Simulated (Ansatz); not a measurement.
PbI2 (CdI2 type), relaxed with r2SCAN+rVV10. It is trigonal, P-3m1 (No. 164); conventional cell a = 4.564 Å, c = 7.048 Å, 42.38 Å³ an atom. Pb is surrounded by 6 I at 3.24 Å; I is surrounded by 3 Pb at 3.24 Å.

```
Pb I
1.0
     4.56408    0.00000    0.00000
    -2.28204    3.95261    0.00000
     0.00000    0.00000    7.04751
Pb I
1 2
Direct
  0.00000 0.00000 0.00000
  0.33333 0.66667 0.26671
  0.66667 0.33333 0.73329
```

The questions ask for values computed with the PAW code Ansatz on this geometry. The values are computed, spin-unpolarised, and not measurements.

Given (6×6×4 mesh): PBE gives a direct gap of 2.23 eV at A.

Problem. What does r2SCAN give for the gap (6×6×4 mesh)?

Solution. r2SCAN gives a direct gap of 2.63 eV at A. The gap differs by +0.40 eV from PBE's.

Problem. What does HSE06 give for the gap (6×6×4 mesh)?

Solution. The HSE06 gap is direct at A: 2.93 eV. The gap differs by +0.70 eV from PBE's.

Problem. Estimate the gap with PBE0 on 6×6×4.

Solution. With PBE0 the gap is 3.57 eV and direct, at A. The gap differs by +1.34 eV from PBE's.

Problem. What does G0W0@PBE with 379 empty bands, a screening cutoff of 120 eV and a 6×6×2 mesh give?

Solution. 3.15 eV (PBE's gap over the path plus the quasiparticle shift read on the mesh). G0W0 moves the gap on the mesh from 2.23 eV (PBE) to 3.15 eV (direct at A). Renormalisation factors Z lie between 0.74 and 0.80. No extrapolation in bands, cutoff or mesh was made for G0W0.

Problem. What are ε∞ and the Born charges with r2SCAN?

Solution. The clamped-ion dielectric constant comes out as 6.15 along x and y, 4.68 along z. Born charges, averaged over directions: Pb +3.35, I -1.68 e.

Spin-orbit coupling is left out; in compounds of Pb, Bi, Tl or Hg it can lower a gap by up to about 1 eV, split its edges or invert the bands.
